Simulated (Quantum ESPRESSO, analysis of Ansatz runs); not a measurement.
# A hop of O in HfO2 (P2_1/c), charge +2 (Quantum ESPRESSO)

How high is the barrier when O changes place in HfO2 (P2_1/c)? The case: V_O hop (2.6 Å), charge +2, in a cell of 48 host atoms with 1 O taken out.

Calculated with Quantum ESPRESSO 7.5; Quantum ESPRESSO plane-wave DFT, PBEsol, GBRV 1.5 PBEsol potentials; nudged elastic band between two relaxed defect structures at fixed charge in a uniform background.

### Step 1. The starting structure

The cell holds 47 atoms: 16 Hf and 31 O. Its edges and angles: a = 9.411 Å, b = 8.427 Å, c = 9.411 Å, α = 110.9°, β = 113.5°, γ = 108.4°. It derives from HfO2 (space group P2_1/c). Nearest the centre at fractional (0.490, 0.339, 0.598): O17 at 1.29 Å, Hf10 at 1.73 Å, Hf15 at 1.74 Å, O37 at 2.55 Å, O36 at 2.67 Å, O25 at 2.84 Å, O32 at 2.93 Å, O24 at 2.95 Å. The cell carries charge +2.

The cell's shortest repeat is 8.4 Å.

### Step 2. Relaxation of the start point, charge +2

The ends come first: from an unrelaxed start the top is counted from too high an energy, and the barrier comes out too low. Small random displacements break the symmetry of the ideal sites, so that the defect can distort if it gains by it. The charge of +2 is set by the electron count, and a uniform background keeps the cell neutral.

File pw.in:

```
&CONTROL
  calculation = 'relax'
  prefix = 'pwscf'
  outdir = './tmp'
  pseudo_dir = './pseudo'
  tprnfor = .true.
  disk_io = 'low'
  nstep = 70
  forc_conv_thr = 0.0012
  etot_conv_thr = 0.0001
/
&SYSTEM
  ibrav = 0
  nat = 47
  ntyp = 2
  ecutwfc = 36
  ecutrho = 288
  nbnd = 192
  occupations = 'fixed'
  tot_charge = 2
  nosym = .true.
/
&ELECTRONS
  conv_thr = 5d-08
  electron_maxstep = 100
  mixing_beta = 0.5
/
&IONS
  ion_dynamics = 'bfgs'
/
ATOMIC_SPECIES
Hf   178.4900 hf_pbesol_v1.uspp.F.UPF
O     15.9990 o_pbesol_v1.2.uspp.F.UPF
CELL_PARAMETERS angstrom
  -5.9416700219    5.1632183080    5.1583953540
   4.2040263251   -5.1632183080    5.1655566081
   5.9416700219    5.1632183080   -5.1583953540
ATOMIC_POSITIONS crystal
Hf     0.0826846387    0.4926019833    0.8675515790
Hf     0.0797020459    0.9883372062    0.3643934936
Hf     0.5844084282    0.4915541547    0.3702292635
Hf     0.5826846387    0.9926019833    0.8675515790
Hf     0.3719733557    0.2576241936    0.8375144900
Hf     0.3749495956    0.7573980167    0.3400826553
Hf     0.8749495956    0.2573980167    0.3400826553
Hf     0.8727530569    0.7575715318    0.8368622624
Hf     0.4142084970    0.0041939058    0.1319216287
Hf     0.4176581380    0.5052157119    0.6294133870
Hf     0.9173153613    0.0073980167    0.6324484210
Hf     0.9173153613    0.5073980167    0.1324484210
Hf     0.1258745819    0.2406378475    0.1619763487
Hf     0.1250504044    0.7426019833    0.6599173447
Hf     0.6273286955    0.2431507350    0.6584294075
Hf     0.6250504044    0.7426019833    0.1599173447
O      0.3651648285    0.2144150034    0.5958071646
O      0.3615726824    0.7141022888    0.0938855746
O      0.8615726824    0.2141022888    0.0938855746
O      0.8628575047    0.7139120091    0.5972595581
O      0.3797832858    0.0358977112    0.8974703936
O      0.3780980652    0.5327712991    0.3935088151
O      0.8797832858    0.0358977112    0.3974703936
O      0.8780389939    0.5318234312    0.8968180592
O      0.1409367707    0.2880637681    0.4053501790
O      0.1384273176    0.7858977112    0.9061144254
O      0.6404139887    0.2845271708    0.9082823544
O      0.6384273176    0.7858977112    0.4061144254
O      0.1202167142    0.4641022888    0.1025296064
O      0.1239705204    0.9647498954    0.6042347896
O      0.6202167142    0.9641022888    0.1025296064
O      0.3407351147    0.2095474814    0.2102702533
O      0.3375320021    0.7008740207    0.7057614505
O      0.8377849421    0.2012726569    0.7041840563
O      0.8393410070    0.7053133674    0.2074563250
O      0.5046151772    0.0444849361    0.3828068375
O      0.5040594990    0.5471692818    0.8830046995
O      1.0021429576    0.0446866326    0.8840276395
O      1.0021429576    0.5446866326    0.3840276395
O      0.1606589930    0.2946866326    0.7925436750
O      0.1572755528    0.7944572419    0.2900624844
O      0.6597002024    0.2926785333    0.2886661453
O      0.6597530557    0.7904402322    0.7909110184
O     -0.0021429576    0.4553133674    0.6159723605
O     -0.0025639609    0.9576501063    0.1142311242
O      0.4978570424    0.4553133674    0.1159723605
O      0.4981002126    0.9575238890    0.6141052068
K_POINTS gamma
```

The run is started by

```sh
> OMP_NUM_THREADS=1 mpirun -n 4 pw.x -in pw.in > pw.out
```

What it wrote:

```text
[shortened: banners, details of potentials and solvers, and blank lines are left out]
     gamma-point specific algorithms are used
     one sub-group per band group will be used
     scalapack distributed-memory algorithm (size of sub-group:  2*  2 procs)
     bravais-lattice index     =            0
     lattice parameter (alat)  =      17.7847  a.u.
     unit-cell volume          =    3650.0307 (a.u.)^3
     number of atoms/cell      =           47
     number of atomic types    =            2
     number of electrons       =       376.00
     number of Kohn-Sham states=          192
     kinetic-energy cutoff     =      36.0000  Ry
     charge density cutoff     =     288.0000  Ry
     scf convergence threshold =      5.0E-08
     mixing beta               =       0.5000
     number of iterations used =            8  plain     mixing
     energy convergence thresh.=      1.0E-04
     force convergence thresh. =      1.2E-03
     Exchange-correlation= SLA  PW   PSX  PSC
                           (   1   4  10   8   0   0   0)
     nstep                     =           70
     crystal axes: (cart. coord. in units of alat)
               a(1) = (  -0.631338   0.548623   0.548110 )
               a(2) = (   0.446703  -0.548623   0.548871 )
               a(3) = (   0.631338   0.548623  -0.548110 )
     PseudoPot. # 1 for Hf read from file:
     hf_pbesol_v1.uspp.F.UPF
     Pseudo is Ultrasoft + core correction, Zval = 12.0
[...]
PseudoPot. # 2 for O  read from file:
     o_pbesol_v1.2.uspp.F.UPF
     Pseudo is Ultrasoft + core correction, Zval =  6.0
[...]
atomic species   valence    mass     pseudopotential
     Hf               12.00   178.49000     Hf( 1.00)
     O                 6.00    15.99900     O ( 1.00)
     No symmetry found
     site n.     atom                  positions (alat units)
         1        Hf     tau(   1) = (   0.7155632   0.2510686  -0.1598186  )
         2        Hf     tau(   2) = (   0.6212298  -0.2985835   0.3864277  )
         3        Hf     tau(   3) = (   0.0843593   0.2540582   0.3871939  )
         4        Hf     tau(   4) = (   0.6232457   0.2510686   0.3886723  )
         5        Hf     tau(   5) = (   0.4089954   0.5222142  -0.1137654  )
         6        Hf     tau(   6) = (   0.3163192  -0.0232428   0.4348250  )
         7        Hf     tau(   7) = (  -0.2227014   0.5253801   0.4344446  )
         8        Hf     tau(   8) = (   0.3157503   0.5223131   0.4354815  )
[...]
number of k points=     1
                       cart. coord. in units 2pi/alat
        k(    1) = (   0.0000000   0.0000000   0.0000000), wk =   2.0000000
     Dense  grid:   150556 G-vectors     FFT dimensions: ( 100,  90, 100)
     Smooth grid:    53237 G-vectors     FFT dimensions: (  72,  64,  72)
     Check: negative core charge=   -0.000005
     starting charge     345.9999, renormalised to     376.0000
     Self-consistent Calculation
     iteration #  1     ecut=    36.00 Ry     beta= 0.50
     total energy              =   -3542.56471991 Ry
     estimated scf accuracy    <      15.52246005 Ry
     iteration #  2     ecut=    36.00 Ry     beta= 0.50
     total energy              =   -3544.20892162 Ry
     estimated scf accuracy    <       3.92618770 Ry
     iteration #  3     ecut=    36.00 Ry     beta= 0.50
     total energy              =   -3544.87004094 Ry
     estimated scf accuracy    <       1.29834485 Ry
[...]
estimated scf accuracy    <       0.00002457 Ry
[... 230 further cycles ...]
     iteration #  6     ecut=    36.00 Ry     beta= 0.50
     total energy              =   -3545.29961078 Ry
     estimated scf accuracy    <          7.5E-09 Ry
     iteration #  7     ecut=    36.00 Ry     beta= 0.50
     total energy              =   -3545.29961078 Ry
     estimated scf accuracy    <          2.5E-09 Ry
     iteration #  8     ecut=    36.00 Ry     beta= 0.50
     End of self-consistent calculation
          k = 0.0000 0.0000 0.0000 (  6643 PWs)   bands (ev):
   -49.5053 -49.3243 -49.3199 -49.3158 -49.3040 -49.3027 -49.2932 -49.2830
   -49.2558 -49.2362 -49.2289 -49.2258 -49.2142 -49.1635 -49.1546 -49.1476
   -18.5429 -18.5277 -18.4360 -18.4241 -18.3850 -18.3700 -18.3471 -18.3312
   -18.3261 -18.3132 -18.2832 -18.2758 -18.2713 -18.2524 -18.2445 -18.2185
   -18.2051 -18.1888 -18.1851 -18.1692 -18.1556 -18.1309 -18.1206 -18.1095
   -18.0908 -18.0796 -18.0497 -18.0438 -18.0321 -18.0069 -17.9938 -17.9891
   -17.9749 -17.9559 -17.9484 -17.9365 -17.9223 -17.9211 -17.9121 -17.8985
   -17.8900 -17.8749 -17.8670 -17.8611 -17.8490 -17.8411 -17.8193 -17.7904
[...]
highest occupied, lowest unoccupied level (ev):    10.9136   14.0475
!    total energy              =   -3545.29961078 Ry
     estimated scf accuracy    <          1.1E-10 Ry
     The total energy is the sum of the following terms:
     one-electron contribution =    -573.35856881 Ry
     hartree contribution      =     502.45890562 Ry
     xc contribution           =   -1430.00585077 Ry
     ewald contribution        =   -2044.39409683 Ry
     convergence has been achieved in   8 iterations
     Forces acting on atoms (cartesian axes, Ry/au):
     atom    1 type  1   force =     0.00079064    0.00014919    0.00054859
     atom    2 type  1   force =    -0.00008513   -0.00012550   -0.00008660
     atom    3 type  1   force =     0.00007550   -0.00051577   -0.00024947
     atom    4 type  1   force =    -0.00040868    0.00050742    0.00042252
     atom    5 type  1   force =     0.00003935   -0.00009885   -0.00077876
     atom    6 type  1   force =     0.00003696    0.00042086   -0.00028767
     atom    7 type  1   force =    -0.00014576    0.00021954    0.00055598
     atom    8 type  1   force =     0.00000192   -0.00049783   -0.00001801
[...]
Total force =     0.005175     Total SCF correction =     0.000022
     Energy error            =      6.7E-05 Ry
     Gradient error          =      1.4E-03 Ry/Bohr
     number of scf cycles    =  29
     number of bfgs steps    =  28
     energy             old  =   -3545.2995432854 Ry
     energy             new  =   -3545.2996107782 Ry
     CASE: energy            _new < energy            _old
     new trust radius        =       0.0070499664 bohr
     new conv_thr            =       0.0000000005 Ry
ATOMIC_POSITIONS (crystal)
Hf               0.0807521737        0.4883844194        0.8624705305
Hf               0.0854365252        0.9949829373        0.3706547095
Hf               0.5807917646        0.4910151014        0.3495403809
Hf               0.5857391749        0.9934894490        0.8728644770
Hf               0.3756141343        0.2576163827        0.8361578956
Hf               0.3719722140        0.7519797290        0.3347260107
Hf               0.8740000751        0.2578682646        0.3423170179
Hf               0.8948227371        0.7796512624        0.8611107447
[...]
Check: negative core charge=   -0.000004
     Self-consistent Calculation
     iteration #  1     ecut=    36.00 Ry     beta= 0.50
     total energy              =   -3545.29964031 Ry
     estimated scf accuracy    <       0.00004863 Ry
     iteration #  2     ecut=    36.00 Ry     beta= 0.50
     total energy              =   -3545.29964595 Ry
     estimated scf accuracy    <       0.00000699 Ry
     iteration #  3     ecut=    36.00 Ry     beta= 0.50
     total energy              =   -3545.29964719 Ry
     estimated scf accuracy    <       0.00000113 Ry
[...]
estimated scf accuracy    <       0.00000010 Ry
     iteration #  5     ecut=    36.00 Ry     beta= 0.50
     total energy              =   -3545.29964736 Ry
     estimated scf accuracy    <       0.00000002 Ry
     iteration #  6     ecut=    36.00 Ry     beta= 0.50
     total energy              =   -3545.29964736 Ry
     estimated scf accuracy    <          2.5E-09 Ry
     iteration #  7     ecut=    36.00 Ry     beta= 0.50
     End of self-consistent calculation
          k = 0.0000 0.0000 0.0000 (  6643 PWs)   bands (ev):
   -49.5071 -49.3227 -49.3195 -49.3141 -49.3064 -49.3030 -49.2943 -49.2835
   -49.2567 -49.2351 -49.2269 -49.2238 -49.2130 -49.1613 -49.1559 -49.1457
   -18.5426 -18.5279 -18.4358 -18.4236 -18.3849 -18.3699 -18.3466 -18.3307
   -18.3256 -18.3131 -18.2829 -18.2754 -18.2709 -18.2520 -18.2440 -18.2186
   -18.2048 -18.1888 -18.1848 -18.1690 -18.1554 -18.1306 -18.1202 -18.1091
   -18.0908 -18.0788 -18.0496 -18.0428 -18.0319 -18.0068 -17.9938 -17.9893
   -17.9748 -17.9559 -17.9479 -17.9361 -17.9211 -17.9208 -17.9120 -17.8981
   -17.8894 -17.8754 -17.8665 -17.8604 -17.8490 -17.8400 -17.8185 -17.7898
[...]
highest occupied, lowest unoccupied level (ev):    10.9137   14.0483
!    total energy              =   -3545.29964736 Ry
     estimated scf accuracy    <          3.4E-10 Ry
     The total energy is the sum of the following terms:
     one-electron contribution =    -573.34716467 Ry
     hartree contribution      =     502.45636822 Ry
     xc contribution           =   -1430.00683379 Ry
     ewald contribution        =   -2044.40201712 Ry
     convergence has been achieved in   7 iterations
     Forces acting on atoms (cartesian axes, Ry/au):
     atom    1 type  1   force =     0.00046156    0.00017946    0.00081987
     atom    2 type  1   force =    -0.00032536   -0.00027950   -0.00010320
     atom    3 type  1   force =     0.00007804   -0.00027846   -0.00019227
     atom    4 type  1   force =    -0.00024771    0.00017004    0.00016637
     atom    5 type  1   force =     0.00006365    0.00002859   -0.00052658
     atom    6 type  1   force =     0.00003691    0.00007304   -0.00018895
     atom    7 type  1   force =    -0.00004306    0.00006414   -0.00012758
     atom    8 type  1   force =     0.00008458   -0.00046531    0.00056642
[...]
Total force =     0.003840     Total SCF correction =     0.000055
     Energy error            =      3.7E-05 Ry
     Gradient error          =      8.4E-04 Ry/Bohr
     bfgs converged in  30 scf cycles and  29 bfgs steps
     (criteria: energy <  1.0E-04 Ry, force <  1.2E-03 Ry/Bohr)
     End of BFGS Geometry Optimization
     Final energy             =   -3545.2996473624 Ry
Begin final coordinates
ATOMIC_POSITIONS (crystal)
Hf               0.0807521737        0.4883844194        0.8624705305
Hf               0.0854365252        0.9949829373        0.3706547095
Hf               0.5807917646        0.4910151014        0.3495403809
Hf               0.5857391749        0.9934894490        0.8728644770
Hf               0.3756141343        0.2576163827        0.8361578956
Hf               0.3719722140        0.7519797290        0.3347260107
Hf               0.8740000751        0.2578682646        0.3423170179
Hf               0.8948227371        0.7796512624        0.8611107447
[...]
End final coordinates
   JOB DONE.
```

Run time: 8.2 min. Hardware: 4 MPI ranks of Arm Neoverse V2, shared host; peak memory 1.4 GiB; 33 min of CPU time.

Relaxation path (22 of 30):

| step | energy less that of the first step (eV) |
| --- | --- |
| 0 | 0.0000 |
| 1 | -1.7290 |
| 3 | -2.5814 |
| 4 | -2.7104 |
| 6 | -2.7823 |
| 7 | -2.7973 |
| 8 | -2.8106 |
| 10 | -2.8283 |
| 11 | -2.8344 |
| 12 | -2.8396 |
| 14 | -2.8489 |
| 15 | -2.8538 |
| 17 | -2.8642 |
| 18 | -2.8694 |
| 19 | -2.8743 |
| 21 | -2.8826 |
| 22 | -2.8862 |
| 23 | -2.8895 |
| 25 | -2.8947 |
| 26 | -2.8967 |
| 28 | -2.8991 |
| 29 | -2.8996 |

The atoms that moved most (Å):

| atom | dx | dy | dz | length |
| --- | --- | --- | --- | --- |
| O42 | 0.203 | 0.219 | -0.170 | 0.344 |
| O24 | -0.113 | -0.267 | -0.006 | 0.290 |
| O47 | -0.140 | 0.221 | 0.033 | 0.263 |
| O35 | -0.106 | -0.164 | 0.157 | 0.250 |
| O45 | -0.044 | 0.193 | 0.151 | 0.249 |
| O46 | -0.147 | 0.123 | 0.157 | 0.248 |
| O39 | 0.118 | -0.173 | -0.132 | 0.248 |
| O37 | 0.118 | -0.145 | -0.148 | 0.239 |

Neighbours of O17 at the end:

| atom | distance (Å) |
| --- | --- |
| Hf15 | 2.188 |
| Hf5 | 2.198 |
| Hf2 | 2.208 |
| Hf10 | 2.223 |
| O37 | 2.528 |
| O25 | 2.605 |
| O27 | 2.735 |
| O30 | 2.760 |
| O36 | 2.801 |

Read from the output:

| Item | Value |
| --- | --- |
| highest filled level | 10.91 eV |
| lowest empty level | 14.05 eV |
| r.m.s. move of the farther half of the atoms | 0.1230 Å |
| largest move from the ideal geometry of this structure, a common shift of the far atoms taken out | 0.3234 Å |

The relaxation gained 2.900 eV and ended with a largest force component of 0.022 eV/Å.

[end of part 1 of 3]

[Logs are printed without paths, hosts, clocks, repeated set-up lines and the standing remarks that a program may print on its own settings, such as how far it seeks lower states.]

[Hosts, paths, dates, database ids (printed as entryN), source tags and the programs' standing remarks are cut or masked in the printed files.]
